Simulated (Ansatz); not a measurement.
Runs of Ansatz 0.2.0 on Au. Symmetry: Fm-3m, No. 225, cubic system. The conventional cell has a = 4.070 Å, b = 4.070 Å, c = 4.070 Å, α = 90.00°, β = 90.00°, γ = 90.00°. Au (site symmetry m-3m) has 12 Au at 2.88 Å as nearest neighbours. 

| task | level | potentials or basis | spin | U | cell | k mesh | cutoff (eV) | smearing | start of the occupations | double counting | hubbard projectors | optics k mesh | broadening | basis error allowed | other keys | mesh quality | gap on the mesh (eV) | pressure (GPa) | moment (μB) |
| --- | --- | --- | --- | --- | --- | --- | --- | --- | --- | --- | --- | --- | --- | --- | --- | --- | --- | --- | --- |
| single point | PBEsol+U | all-electron LAPW, point nuclei | non-collinear, ferromagnetic start | Au d U = 3.5 eV | as given | 8 × 8 × 8 | 312 | gaussian 0.1 eV | auto | fll | ortho-atomic | - | - | 0.0001 eV/atom | hamiltonian.pseudopotentials.lapw.basis_error = 0.0001 | coarse | none | 4.9 | 0.00 |
| single point | PBEsol | all-electron LAPW, inner shells corrected to Dirac's equation | off | - | volume scaled by 1.25 | 11 × 11 × 11 | 210 | gaussian 0.1 eV | - | - | - | - | - | 0.001 eV/atom | - | not flagged | none | -20.0 | - |
| single point | PBE | all-electron LAPW, scalar-relativistic | off | - | as given | 7 × 7 × 7 | 221 | fermi-dirac 0.03 eV | - | - | - | - | - | 0.003 eV/atom | - | coarse | none | (b) | - |
| optical spectrum | PBE+D3(BJ)+ATM | all-electron LAPW, scalar-relativistic | off | - | cell squeezed | 11 × 11 × 11 | 296 | methfessel-paxton 0.05 eV | - | - | - | 16 × 16 × 16 | 0.15 eV | 0.001 eV/atom | scf.occupations.method = methfessel_paxton; … | not flagged | none | - | - |
| atomic charges | PBE+U | all-electron LAPW, point nuclei | non-collinear, ferromagnetic start, SOC | Au d U = 5 eV | as given | 8 × 8 × 8 | 634 | cold 0.01 eV | auto | amf | ortho-atomic | - | - | 0.0005 eV/atom | hamiltonian.pseudopotentials.lapw.muffin_tin_radii = 1.007 | coarse | none | 10.4 | (a) |
| single point | PBE | all-electron LAPW, scalar-relativistic | off | - | cell strained at random at fixed volume | 11 × 11 × 11 | 259 | fermi-dirac 0.05 eV | - | - | - | - | - | 0.001 eV/atom | - | not flagged | none | 11.0 | - |

Question: Fill in the values left out.

Answer: (a) 0.03; (b) 10.6.

Caveats: some runs use coarse meshes; U is the effective U less J, on atomic orbitals that reach past the spheres (some runs); the k mesh is thin for a metal, which can move the energy by tens of meV per atom (some runs); the U is typed as a test and isn't derived for this compound (some runs); the starting moments weren't kept (some runs); local fields are left out (some runs); spectra need much finer meshes, so this one isn't converged (some runs); independent-particle spectra lack excitons (some runs).

A k mesh can miss the band edges, and rows without SOC leave out spin-orbit coupling on Au.

A gap of «none» marks a metal or a gap under the smearing width.

The runs don't all hold the same shells in valence.
